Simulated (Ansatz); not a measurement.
Pt under changes of volume

One of the cells (15.815 Å³/atom); the others are scaled copies at fixed shape and fractional positions:

```
Pt
1.0
     2.76067    0.00000    0.00000
    -1.38033    2.39081    0.00000
     0.00000    0.00000    4.79213
Pt
2
Direct
  0.33333 0.66667 0.25000
  0.66667 0.33333 0.75000
```

This isn't the form of Pt at room conditions, which is fcc.

- Program: Ansatz 0.2.0
- Functional: LDA
- Potentials or basis: all-electron LAPW, scalar-relativistic
- Cutoff: 273 eV (chosen from the basis error)
- Basis error allowed: 0.001 eV/atom
- k mesh: 11 × 11 × 6
- Occupations: fermi-dirac, width 0.05 eV
- Spin: no spin polarisation

```csv
volume (Å³/atom),energy over the lowest point (meV/atom),pressure (GPa)
14.866,0.00,0.2
15.182,5.91,-5.8
15.498,?,?
15.815,49.61,-15.6
16.131,84.72,-19.6
16.447,127.17,-23.1
16.763,175.97,-26.0
```

Task: What does the run at 15.498 Å³/atom give?

Result: Energy over the lowest point 22.92 meV/atom; pressure -11.0 GPa.

Worked out: A Birch-Murnaghan fit of order 3 (a polynomial in V^(-2/3)) to the other rows has its minimum at 14.87 Å³/atom with B0 = V·E''(V) = 302 GPa and B' = 5.4 at fixed shape and positions, which overstates the stiffness. It gives 22.88 meV/atom at 15.498 Å³/atom, against the run's 22.92, and -dE/dV = -11.2 GPa, against -11.0.

Energies are extrapolated to zero smearing.
